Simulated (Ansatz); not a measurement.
Input and command of a plane-wave DFT calculation in Ansatz:

```yaml
crystal:
  lattice:
    - [0.0, 2.233475, 2.233475]
    - [2.233475, 0.0, 2.233475]
    - [2.233475, 2.233475, 0.0]
  atoms:
    - { symbol: Ta, position: [0.5, 0.5, 0.5] }
    - { symbol: "N", position: [0.0, 0.0, 0.0] }
basis:
  ecutwfc: 420
kpoints:
  mp_grid: { grid: [18, 18, 18] }
hamiltonian:
  xc: pbe
scf:
  occupations: { method: gaussian, width: 0.15 }
output:
  forces: true
  stress: true
  eigenvalues: true
```

```bash
ansatz run input.yaml --threads 1 --pin off --max-ram 2560MiB --backend cpu --events-out ev --progress --plain --runs-dir out
```

Processor: Arm Neoverse V2, 1 thread, on a host shared with other jobs.

**Question.** Estimate time, memory and problem size.

**Answer.** About 3.6 s on 1 thread of Arm Neoverse V2, on a shared host, peak memory 0.33 GiB. It solves 13 bands at 195 k points (the mesh reduced by symmetry) with about 411 plane waves, in 6 SCF iterations.
